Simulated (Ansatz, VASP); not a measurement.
One calculation of Ir, two programs

```
Ir
1.0
     2.75138    0.00000    0.00000
    -1.37569    2.38276    0.00000
     0.00000    0.00000    4.46229
Ir
2
Direct
  0.66667 0.33333 0.75000
  0.33333 0.66667 0.25000
```

This isn't the form of Ir at room conditions, which is fcc.

Alike in both runs: task relaxation of cell and atoms; functional PBEsol; dispersion D3(BJ); k mesh 12 × 12 × 7; occupations fermi-dirac, width 0.01 eV; no spin polarisation.

|  | VASP | Ansatz |
| --- | --- | --- |
| version | VASP 6.6.1 | Ansatz 0.2.0 |
| potentials or method | VASP PAW PBE potentials, release 64 (Ir) | plane waves, PAW |
| plane-wave cutoff (eV) | 600 | 470 |
| valence electrons in the cell | 18 | 34 |

Ansatz gave:

* relaxed volume (Å³/atom): 13.81
* relaxed cell length with the largest relative difference (Å): 4.391
* energy change over the relaxation (meV/atom): -55

**Question.** What did VASP give for the same quantities?

**Answer.** Relaxed volume (Å³/atom): 13.85; relaxed cell length with the largest relative difference (Å): 4.396; energy change over the relaxation (meV/atom): -50.

The two sets of potentials don't hold the same shells in valence. Ansatz warned: «stress_scf_threshold_loose».

Caveats: the PAW data sets were made with another functional, which shifts forces and pressure a little (VASP); pairwise dispersion overbinds metals, which lowers pressure and volume. The runs have no spin-orbit coupling, so splittings on Ir are missing.
